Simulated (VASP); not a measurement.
A run of VASP 6.6.1 is set up as follows.

INCAR

```
  PREC = Accurate
  ENCUT = 520
  EDIFF = 1E-6
  ISMEAR = 0
  SIGMA = 0.01
  LREAL = F
  LASPH = T
  NELM = 100
  ALGO = Normal
  ISIF = 2
  LWAVE = F
  LCHARG = F
  NBANDS = 26
```

File KPOINTS:

```
regular mesh
0
Gamma
  6 6 4
```

The input POSCAR:

```
ZnS
1.0
    3.7382324459      0.0000000000      0.0000000000
   -1.8691162230      3.2374042634      0.0000000000
    0.0000000000      0.0000000000      6.1429977760
Zn S
2 2
Direct
    0.3333333333      0.6666666667      0.0055913282
    0.6666666667      0.3333333333      0.5055913282
    0.3333333333      0.6666666667      0.3794086718
    0.6666666667      0.3333333333      0.8794086718
```

Potentials or basis: VASP PAW LDA potentials, release 64 (Zn, S).

Run with:

```bash
$ cat potpaw_LDA.64/Zn/POTCAR potpaw_LDA.64/S/POTCAR > POTCAR
$ mpirun -np 1 vasp_std > vasp.out
```

Problem. Estimate the band gap on the k mesh.

Solution. 2.23 eV.

Problem. What does it give for the pressure?

Solution. 0.3 GPa.

**Measured values to compare with.**

A printed reference work, monograph reports, for a bulk crystal of ZnS at 4 K: band gap 3.911 eV (direct).

Measured gap of ZnS: 3.911 eV (direct; 4 K; a printed reference work, monograph). This calculation gives 2.23 eV (-1.69 eV). The value is that of LDA, without temperature or zero-point motion. Semilocal functionals fall short of measured gaps as a rule.
